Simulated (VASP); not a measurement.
# BeTe: relaxed cell and band gap, by functional

BeTe, F-43m (no. 216), 2 atoms in the cell.

| Functional | Volume (Å³/atom) | Change from the starting volume (fraction) | Gap, path and mesh (eV) | Time (s) |
|---|---|---|---|---|
| OPTX + LYP (libxc) | 23.10 | 0.087 | 2.43 | 26 |
| Wu-Cohen (libxc) | 22.15 | 0.042 | 1.83 | 26 |
| SOGGA11 (libxc) | 22.26 | 0.047 | 1.55 | 32 |
| HCTH/407 (libxc) | 23.50 | 0.106 | 2.54 | 26 |
| RGE2 (libxc) | 22.48 | 0.058 | 1.90 | 27 |
| HTBS (libxc) | 22.66 | 0.066 | 1.91 | 27 |
| LDA, PW92 (libxc) | 21.47 | 0.010 | 1.78 | 21 |
| PBE (libxc) | 22.78 | 0.072 | 2.02 | 26 |

Limits: Spin-orbit coupling is left out, and with elements this heavy it changes the gap.

## Input of the first row

INCAR.step1:
```
SYSTEM = BeTe
ALGO = Normal
EDIFF = 1E-7
EDIFFG = -0.005
ENCUT = 600
GGA = LIBXC
GGA_COMPAT = .FALSE.
IBRION = 2
ISIF = 3
ISMEAR = 0
LASPH = .TRUE.
LCHARG = .FALSE.
LIBXC1 = GGA_X_OPTX
LIBXC2 = GGA_C_LYP
LREAL = .FALSE.
LWAVE = .FALSE.
NELM = 150
NSW = 60
PREC = Accurate
SIGMA = 0.02
```

INCAR.step2, as INCAR.step1 but for:
```
- NSW = 60
+ NSW = 40
```

INCAR.step3, as INCAR.step2 but for:
```
- EDIFFG = -0.005
- IBRION = 2
- ISIF = 3
- NSW = 40
+ ISIF = 2
+ NBANDS = 11
```

KPOINTS:
```
k-points
0
Gamma
  6 6 6
```

KPOINTS_OPT:
```
path GXWKGLUWLK,UX
8
line-mode
reciprocal
 0.0000000000  0.0000000000  0.0000000000  G
 0.5000000000  0.0000000000  0.5000000000  X

 0.5000000000  0.0000000000  0.5000000000  X
 0.5000000000  0.2500000000  0.7500000000  W

 0.5000000000  0.2500000000  0.7500000000  W
 0.3750000000  0.3750000000  0.7500000000  K

 0.3750000000  0.3750000000  0.7500000000  K
 0.0000000000  0.0000000000  0.0000000000  G

 0.0000000000  0.0000000000  0.0000000000  G
 0.5000000000  0.5000000000  0.5000000000  L

 0.5000000000  0.5000000000  0.5000000000  L
 0.6250000000  0.2500000000  0.6250000000  U

 0.6250000000  0.2500000000  0.6250000000  U
 0.5000000000  0.2500000000  0.7500000000  W

 0.5000000000  0.2500000000  0.7500000000  W
 0.5000000000  0.5000000000  0.5000000000  L

 0.5000000000  0.5000000000  0.5000000000  L
 0.3750000000  0.3750000000  0.7500000000  K

 0.6250000000  0.2500000000  0.6250000000  U
 0.5000000000  0.0000000000  0.5000000000  X
```

POSCAR.step1:
```
BeTe
1.0
    0.0000000000      2.7700000000      2.7700000000
    2.7700000000      0.0000000000      2.7700000000
    2.7700000000      2.7700000000      0.0000000000
Te Be
1 1
Direct
    0.7500000000      0.7500000000      0.7500000000
    0.0000000000      0.0000000000      0.0000000000
```

Commands (each step's output is kept before the next begins):
```
cat potpaw_PBE.64/Te/POTCAR potpaw_PBE.64/Be/POTCAR > POTCAR
cp INCAR.step1 INCAR
cp POSCAR.step1 POSCAR
mpirun -np 1 vasp_std > vasp.out
cp CONTCAR POSCAR
rm WAVECAR CHG
cp INCAR.step2 INCAR
mpirun -np 1 vasp_std > vasp.out
cp CONTCAR POSCAR
rm WAVECAR CHG
cp INCAR.step3 INCAR
mpirun -np 1 vasp_std > vasp.out
```

Changes of the last row against the first:
```
(all steps)
- LIBXC1 = GGA_X_OPTX
- LIBXC2 = GGA_C_LYP
+ LIBXC1 = GGA_X_PBE
+ LIBXC2 = GGA_C_PBE
```

VASP 6.6.1 took 26 s on 1 core (Intel Xeon 6975P-C (Granite Rapids)), a shared host.
